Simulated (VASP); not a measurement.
# SnTe (I4/mmm) in VASP: further runs

The runs below take SnTe through single point, with PBE.

Everything below comes from runs of VASP 6.6.1. Logs are shortened: lines on timing, memory, paths and dates and some standing lists are left out, and cuts for length are marked.

### Step 1. The crystal as given

It takes space group I4/mmm (No. 139, tetragonal). Conventional cell: a = 3.977 Å, b = 3.977 Å, c = 7.953 Å, α = 90.00°, β = 90.00°, γ = 90.00°. Around Sn (site symmetry 4/mmm) lie 4 Te at 2.81 Å. Te (site symmetry 4/mmm) is surrounded by 4 Sn at 2.81 Å.

Measurements of this composition are mostly on another form, of space group No. 225.

### Step 2. Single point, PBE

Input file INCAR:

```
SYSTEM = SnTe
PREC = Accurate
ENCUT = 520
EDIFF = 1E-6
ISMEAR = 0
SIGMA = 0.03
LREAL = .False.
LASPH = .True.
NELM = 100
ALGO = Fast
ISIF = 2
LWAVE = .False.
LCHARG = .True.
GGA = PE
LELF = .True.
LVHAR = .True.
NBANDS = 17
```

Input file KPOINTS:

```
Automatic mesh
0
Gamma
  10 10 10
  0 0 0
```

Input file POSCAR:

```
SnTe
1.0
    0.0000000000      2.8122633722      3.9765404083
    2.8122633722      0.0000000000      3.9765404083
    2.8122633722      2.8122633722      0.0000000000
Sn Te
1 1
Direct
    0.0000000000      0.0000000000      0.0000000000
    0.5000000000      0.5000000000      0.5000000000
```

Potentials or basis: VASP PAW PBE potentials, release 64 (Sn_d, Te).

Launch:

```console
$ cat potpaw_PBE.64/Sn_d/POTCAR potpaw_PBE.64/Te/POTCAR > POTCAR
$ mpirun -np 1 vasp_std > vasp.out
```

OUTCAR:

```text
SYSTEM = SnTe
   PREC = Accurate
   ENCUT = 520
   EDIFF = 1E-6
   ISMEAR = 0
   LREAL = .False.
   LASPH = .True.
   NELM = 100
   ISIF = 2
   GGA = PE

 ion  position               nearest neighbor table
   1  0.000  0.000  0.000-   2 2.81   2 2.81   2 2.81   2 2.81
   2  0.500  0.500  0.500-   1 2.81   1 2.81   1 2.81   1 2.81

  LATTYP: Found a body centered tetragonal cell.
 ALAT       =     3.9771410019
 C/A-ratio  =     1.9996979772

  Lattice vectors:

 A1 = (  -2.8122633722,   0.0000000000,   3.9765404083)
 A2 = (   2.8122633722,   0.0000000000,   3.9765404083)
 A3 = (   0.0000000000,   2.8122633722,  -3.9765404083)

Analysis of symmetry for initial positions (statically):
=====================================================================
 Subroutine PRICEL returns:
 Original cell was already a primitive cell.

 Routine SETGRP: Setting up the symmetry group for a
 body centered tetragonal supercell.

 Subroutine GETGRP returns: Found 16 space group operations
 (whereof 16 operations were pure point group operations)
 out of a pool of 16 trial point group operations.

The static configuration has the point symmetry D_4h.

Analysis of symmetry for dynamics (positions and initial velocities):
=====================================================================
 Subroutine PRICEL returns:
 Original cell was already a primitive cell.

 Routine SETGRP: Setting up the symmetry group for a
 body centered tetragonal supercell.

 Subroutine GETGRP returns: Found 16 space group operations
 (whereof 16 operations were pure point group operations)
 out of a pool of 16 trial point group operations.

The dynamic configuration has the point symmetry D_4h.

 Subroutine INISYM returns: Found 16 space group operations
 (whereof 16 operations are pure point group operations),
 and found     1 'primitive' translations

----------------------------------------------------------------------------------------

                                     Primitive cell

  volume of cell :      62.8995

  direct lattice vectors                    reciprocal lattice vectors
     0.000000000  2.812263372  3.976540408    -0.177792736  0.177792736  0.125737437
     2.812263372  0.000000000  3.976540408     0.177792736 -0.177792736  0.125737437
     2.812263372  2.812263372  0.000000000     0.177792736  0.177792736 -0.125737437

  length of vectors
     4.870492675  4.870492675  3.977141002     0.281123491  0.281123491  0.281123491

  position of ions in fractional coordinates (direct lattice)
     0.000000000  0.000000000  0.000000000
     0.500000000  0.500000000  0.500000000

[... 74 lines left out ...]
   ENCUT  =  520.0 eV  38.22 Ry    6.18 a.u.   9.06  9.06  7.39*2*pi/ulx,y,z
   NELM   =    100;   NELMIN=  2; NELMDL= -5     # of ELM steps
   EDIFF  = 0.1E-05   stopping-criterion for ELM
   LREAL  =      F    real-space projection
   EDIFFG = 0.1E-04   stopping-criterion for IOM
   NSW    =      0    number of steps for IOM
   IBRION =     -1    ionic relax: 0-MD 1-quasi-New 2-CG
   NFREE  =      0    steps in history (QN), initial steepest desc. (CG)
   ISIF   =      2    stress and relaxation
   ISYM   =      2    0-nonsym 1-usesym 2-fastsym
   POTIM  = 0.5000    time-step for ionic-motion
   TEBEG  =    0.0;   TEEND  =   0.0 temperature during run
   PSTRESS=    0.0 pullay stress
   NELECT =      20.0000    total number of electrons
   NUPDOWN=      -1.0000    fix difference up-down
   EMIN   =  10.00;   EMAX   =-10.00  energy-range for DOS
   EFERMI =   0.00;   METHOD = LEGACY
   ISMEAR =     0;   SIGMA  =   0.03  broadening in eV -4-tet -1-fermi 0-gaus
   EFERMI_NEDOS =   21; number of points for ismear=-14 and -15
   IALGO  =     68    algorithm
   IMIX   =      4    mixing-type and parameters
     AMIX     =   0.40;   BMIX     =  1.00
     AMIX_MAG =   1.60;   BMIX_MAG =  1.00
  volume/ion in A,a.u.               =      31.45       212.23
  Fermi-wavevector in a.u.,A,eV,Ry     =   1.117384  2.111549 16.987507  1.248547
  Thomas-Fermi vector in A             =   2.254006
   LORBIT       =      0    0 simple, 1 ext, 2 COOP (PROOUT), +10 PAW based schemes
   GGA     = PE    functional components
   LHFCALC =     F    Hartree Fock is set to
   AEXX    =    0.0000 exact exchange contribution
   IVDW    =     0    specifies the selected vdW correction
   LEPSILON=     F    determine dielectric tensor
   LRPA    =     F    only Hartree local field effects (RPA)
 non-spin polarized calculation
 RMM-DIIS sequential band-by-band and
 Gauss-broadening in eV      SIGMA  =   0.03
  energy-cutoff  :      520.00
  volume of cell :       62.90
 maximum number of plane-waves:      1750
   NGX = 19   NGY = 19   NGZ = 15

 number of electron      20.0000001 magnetization

 Free energy of the ion-electron system (eV)
  ---------------------------------------------------
  ext. energy  EPLUGINS =         0.00000000
  ---------------------------------------------------
  free energy    TOTEN  =        -6.28020422 eV

  energy without entropy =       -6.27915014  energy(sigma->0) =       -6.27967718

 E-fermi :   6.9313     XC(G=0):  -9.3180

 val. band max:        6.9124348010   @ k =   0.3000  -0.0000   0.1000
 cond. band min:       6.9313499374   @ k =  -0.2000   0.2000   0.0000
 fundamental gap:      0.0189151364
 Fermi energy:         6.9313339272

 k-point     1 :       0.0000    0.0000    0.0000
  band No.  band energies     occupation
      1     -15.0237      2.00000
      2     -14.9839      2.00000
      3     -14.9664      2.00000
      4     -14.9577      2.00000
      5     -14.9577      2.00000
      6      -6.6702      2.00000
[... 457 lines left out ...]
      4     -14.9567      2.00000
      5     -14.9556      2.00000
      6      -6.2733      2.00000
[... 9 lines left out ...]
     16      15.3919      0.00000
     17      15.6525      0.00000

 [... further k-points ...]
[... 5 lines left out ...]
  --------------------------------------------------------------------------------------
  -------------------------------------------------------------------------------------
  Total        7.5458532      7.5458532     -0.8375921      0.0000000     -0.0000000     -0.0000000
  in kB      192.2080424    192.2080424    -21.3351549      0.0000000     -0.0000000     -0.0000000
  external PRESSURE =     121.0269766 kB  Pullay stress =       0.0000000 kB

 VOLUME and BASIS-vectors are now :
 -----------------------------------------------------------------------------
  energy-cutoff  :      520.00
  volume of cell :       62.90
      direct lattice vectors                 reciprocal lattice vectors
     0.000000000  2.812263372  3.976540408    -0.177792736  0.177792736  0.125737437
     2.812263372  0.000000000  3.976540408     0.177792736 -0.177792736  0.125737437
     2.812263372  2.812263372  0.000000000     0.177792736  0.177792736 -0.125737437

 POSITION                                       TOTAL-FORCE (eV/Angst)
 -----------------------------------------------------------------------------------
      0.00000      0.00000      0.00000        -0.000000      0.000000      0.000000
      2.81226      2.81226      3.97654         0.000000     -0.000000     -0.000000
 -----------------------------------------------------------------------------------
    total drift:                               -0.000000      0.000000      0.000000

  FREE ENERGIE OF THE ION-ELECTRON SYSTEM (eV)
  ---------------------------------------------------
  free  energy   TOTEN  =        -6.2802042183 eV

  energy  without entropy=       -6.2791501372  energy(sigma->0) =       -6.27967718
```

OSZICAR:

```text
N       E                     dE             d eps       ncg     rms          rms(c)
DAV:   1     0.130914985685E+03    0.13091E+03   -0.96305E+03  3504   0.135E+03
DAV:   2     0.588298100775E+01   -0.12503E+03   -0.12161E+03  3719   0.340E+02
DAV:   3    -0.598088841493E+01   -0.11864E+02   -0.11706E+02  4358   0.920E+01
DAV:   4    -0.632825471619E+01   -0.34737E+00   -0.34641E+00  4212   0.164E+01
DAV:   5    -0.634168585893E+01   -0.13431E-01   -0.13430E-01  4886   0.313E+00    0.822E+00
RMM:   6    -0.628670329524E+01    0.54983E-01   -0.48209E-02  4358   0.146E+00    0.471E+00
RMM:   7    -0.628004016906E+01    0.66631E-02   -0.29458E-02  4274   0.103E+00    0.757E-01
RMM:   8    -0.628009345483E+01   -0.53286E-04   -0.42437E-03  4819   0.597E-01    0.136E-01
RMM:   9    -0.628016958193E+01   -0.76127E-04   -0.11731E-03  5386   0.279E-01    0.572E-02
RMM:  10    -0.628019851585E+01   -0.28934E-04   -0.15715E-04  5431   0.103E-01    0.285E-02
RMM:  11    -0.628020362713E+01   -0.51113E-05   -0.35138E-05  4708   0.413E-02    0.458E-03
RMM:  12    -0.628020421826E+01   -0.59113E-06   -0.83918E-06  4632   0.212E-02
   1 F= -.62802042E+01 E0= -.62796772E+01  d E =-.105408E-02
```

stdout:

```text
POSCAR found type information on POSCAR SnTe
 POSCAR found :  2 types and       2 ions
 scaLAPACK will be used
 LDA part: xc-table for (Slater+PW92), standard interpolation
 POSCAR, INCAR and KPOINTS ok, starting setup
 FFT: planning ... GRIDC
 FFT: planning ... GRID_SOFT
 FFT: planning ... GRID
 WAVECAR not read
 entering main loop
```

It took 89 s on 1 thread of Intel Xeon Platinum 8259CL at 2.50GHz (Skylake/Cascade Lake), shared host; peak memory 0.27 GiB.

What came out:

| Quantity | Value |
| --- | --- |
| Free energy | -6.2802 eV |
| Pressure | 12.1 GPa |
| Band gap on the k mesh | none (metal or under the smearing width) |

### Step 3. Single point, PBE

This run uses another cell than the first one, of the same volume but with other edges.

Input file INCAR:

```
SYSTEM = SnTe
PREC = Accurate
ENCUT = 520
EDIFF = 1E-6
ISMEAR = 0
SIGMA = 0.03
LREAL = .FALSE.
LASPH = .TRUE.
NELM = 100
ALGO = Fast
ISIF = 2
LWAVE = .FALSE.
LCHARG = .FALSE.
GGA = PE
NBANDS = 17
```

Input file KPOINTS:

```
Automatic mesh
0
G
  10 10 10
  0 0 0
```

Input file POSCAR:

```
SnTe
1.0
    0.0000000000      2.9703802252      3.5644562702
    2.9703802252      0.0000000000      3.5644562702
    2.9703802252      2.9703802252      0.0000000000
Sn Te
1 1
Direct
    0.0000000000      0.0000000000      0.0000000000
    0.5000000000      0.5000000000      0.5000000000
```

Potentials or basis: VASP PAW PBE potentials, release 64 (Sn_d, Te).

Launch:

```console
$ cat potpaw_PBE.64/Sn_d/POTCAR potpaw_PBE.64/Te/POTCAR > POTCAR
$ mpirun -np 1 vasp_std > vasp.out
```

Wall time 90 s (1 thread of Intel Xeon Platinum 8259CL at 2.50GHz (Skylake/Cascade Lake), shared host); peak memory 0.27 GiB.

The run converged. Its results:

```
Free energy            : -7.0986 eV
Pressure               : 5.5 GPa
Band gap on the k mesh : none (metal or under the smearing width)
```

Stress tensor (GPa, compression positive):
```
10.89  0.00  0.00
 0.00 10.89  0.00
 0.00  0.00 -5.22
```

Levels at points of the mesh, in eV from the Fermi level:
```csv
k point,band 7,band 8,band 9,band 10,band 11,band 12,band 13,band 14
"(0.00, 0.00, 0.00)",-4.38,-2.67,-2.67,-1.29,1.43,4.09,4.56,4.91
"(0.50, 0.00, 0.00)",-8.46,-2.10,-1.50,-0.40,0.67,0.80,0.83,7.71
"(0.50, 0.50, 0.00)",-5.38,-5.27,-3.46,-3.46,2.58,4.88,5.67,5.67
"(0.50, 0.00, 0.50)",-6.63,-5.73,-4.80,-2.82,2.25,2.82,7.17,7.38
```

Spin-orbit coupling is left out, which matters for the levels of Te.

### Step 4. Single point, PBE

This run uses another cell than the first one, of the same volume but with other edges.

Edit INCAR of step 3 so:

```diff
@@ -9,7 +9,9 @@
 NELM = 100
-ALGO = Fast
+ALGO = Normal
 ISIF = 2
 LWAVE = .FALSE.
-LCHARG = .FALSE.
+LCHARG = .TRUE.
 GGA = PE
+LELF = .TRUE.
+LVHAR = .TRUE.
 NBANDS = 17
```

KPOINTS is that of step 3.

Input file POSCAR:

```
SnTe
1.0
    0.0000000000      2.8921757224      3.7598284391
    2.8921757224      0.0000000000      3.7598284391
    2.8921757224      2.8921757224      0.0000000000
Sn Te
1 1
Direct
    0.0000000000      0.0000000000      0.0000000000
    0.5000000000      0.5000000000      0.5000000000
```

Potentials or basis: VASP PAW PBE potentials, release 64 (Sn_d, Te).

Launch:

```console
$ cat potpaw_PBE.64/Sn_d/POTCAR potpaw_PBE.64/Te/POTCAR > POTCAR
$ mpirun -np 1 vasp_std > vasp.out
```

OUTCAR:

```text
SYSTEM = SnTe
   PREC = Accurate
   ENCUT = 520
   EDIFF = 1E-6
   ISMEAR = 0
   LREAL = .FALSE.
   LASPH = .TRUE.
   NELM = 100
   ISIF = 2
   GGA = PE

 ion  position               nearest neighbor table
   1  0.000  0.000  0.000-   2 2.89   2 2.89   2 2.89   2 2.89
   2  0.500  0.500  0.500-   1 2.89   1 2.89   1 2.89   1 2.89

  LATTYP: Found a body centered tetragonal cell.
 ALAT       =     4.0901541314
 C/A-ratio  =     1.8384776311

  Lattice vectors:

 A1 = (  -2.8921757224,   0.0000000000,   3.7598284391)
 A2 = (   2.8921757224,   0.0000000000,   3.7598284391)
 A3 = (   0.0000000000,   2.8921757224,  -3.7598284391)

Analysis of symmetry for initial positions (statically):
=====================================================================
 Subroutine PRICEL returns:
 Original cell was already a primitive cell.

 Routine SETGRP: Setting up the symmetry group for a
 body centered tetragonal supercell.

 Subroutine GETGRP returns: Found 16 space group operations
 (whereof 16 operations were pure point group operations)
 out of a pool of 16 trial point group operations.

The static configuration has the point symmetry D_4h.

Analysis of symmetry for dynamics (positions and initial velocities):
=====================================================================
 Subroutine PRICEL returns:
 Original cell was already a primitive cell.

 Routine SETGRP: Setting up the symmetry group for a
 body centered tetragonal supercell.

 Subroutine GETGRP returns: Found 16 space group operations
 (whereof 16 operations were pure point group operations)
 out of a pool of 16 trial point group operations.

The dynamic configuration has the point symmetry D_4h.

 Subroutine INISYM returns: Found 16 space group operations
 (whereof 16 operations are pure point group operations),
 and found     1 'primitive' translations

----------------------------------------------------------------------------------------

                                     Primitive cell

[... 110 lines left out ...]
     AMIX_MAG =   1.60;   BMIX_MAG =  1.00
  volume/ion in A,a.u.               =      31.45       212.23
  Fermi-wavevector in a.u.,A,eV,Ry     =   1.117384  2.111549 16.987507  1.248547
  Thomas-Fermi vector in A             =   2.254006
   LORBIT       =      0    0 simple, 1 ext, 2 COOP (PROOUT), +10 PAW based schemes
   GGA     = PE    functional components
   LHFCALC =     F    Hartree Fock is set to
   AEXX    =    0.0000 exact exchange contribution
   IVDW    =     0    specifies the selected vdW correction
   LEPSILON=     F    determine dielectric tensor
   LRPA    =     F    only Hartree local field effects (RPA)
 non-spin polarized calculation
 Gauss-broadening in eV      SIGMA  =   0.03
  energy-cutoff  :      520.00
  volume of cell :       62.90
 maximum number of plane-waves:      1711
   NGX = 17   NGY = 17   NGZ = 15

 number of electron      20.0000001 magnetization

 Free energy of the ion-electron system (eV)
  ---------------------------------------------------
  ext. energy  EPLUGINS =         0.00000000
  ---------------------------------------------------
  free energy    TOTEN  =        -6.73000521 eV

  energy without entropy =       -6.72925708  energy(sigma->0) =       -6.72963115

 E-fermi :   6.8884     XC(G=0):  -9.3837

 val. band max:        6.8846495748   @ k =  -0.3000   0.1000   0.0000
 cond. band min:       6.8953528098   @ k =  -0.4000   0.1000   0.0000
 fundamental gap:      0.0107032350
 Fermi energy:         6.8883749809

 k-point     1 :       0.0000    0.0000    0.0000
  band No.  band energies     occupation
      1     -15.0306      2.00000
      2     -14.9805      2.00000
      3     -14.9805      2.00000
      4     -14.9678      2.00000
      5     -14.9541      2.00000
      6      -6.3210      2.00000
[... 457 lines left out ...]
      4     -14.9691      2.00000
      5     -14.9534      2.00000
      6      -5.7759      2.00000
[... 9 lines left out ...]
     16      15.4527      0.00000
     17      16.9594      0.00000

 [... further k-points ...]

------------------------ aborting loop because EDIFF is reached ----------------------------------------

  FORCE on cell =-STRESS in cart. coord.  units (eV):
  Direction    XX          YY          ZZ          XY          YZ          ZX
  --------------------------------------------------------------------------------------
  -------------------------------------------------------------------------------------
  Total        5.7421368      5.7421368     -1.6648723      0.0000000     -0.0000000      0.0000000
  in kB      146.2637618    146.2637618    -42.4076435      0.0000000     -0.0000000      0.0000000
  external PRESSURE =      83.3732934 kB  Pullay stress =       0.0000000 kB

 VOLUME and BASIS-vectors are now :
 -----------------------------------------------------------------------------
  energy-cutoff  :      520.00
  volume of cell :       62.90
      direct lattice vectors                 reciprocal lattice vectors
     0.000000000  2.892175722  3.759828439    -0.172880229  0.172880229  0.132984791
     2.892175722  0.000000000  3.759828439     0.172880229 -0.172880229  0.132984791
     2.892175722  2.892175722  0.000000000     0.172880229  0.172880229 -0.132984791

 POSITION                                       TOTAL-FORCE (eV/Angst)
 -----------------------------------------------------------------------------------
      0.00000      0.00000      0.00000        -0.000000     -0.000000     -0.000000
      2.89218      2.89218      3.75983         0.000000      0.000000      0.000000
 -----------------------------------------------------------------------------------
    total drift:                               -0.000000      0.000000      0.000000

  FREE ENERGIE OF THE ION-ELECTRON SYSTEM (eV)
  ---------------------------------------------------
  free  energy   TOTEN  =        -6.7300052127 eV

  energy  without entropy=       -6.7292570810  energy(sigma->0) =       -6.72963115
```

It took 75 s on 1 thread of Intel Xeon Platinum 8259CL at 2.50GHz (Skylake/Cascade Lake), shared host; peak memory 0.26 GiB.

What came out:

```
Free energy            : -6.7300 eV
Pressure               : 8.3 GPa
Band gap on the k mesh : none (metal or under the smearing width)
```

Stress tensor (GPa, compression positive):
```
14.63  0.00  0.00
 0.00 14.63  0.00
 0.00  0.00 -4.24
```

The run has no spin-orbit coupling, so splittings on Te are missing.
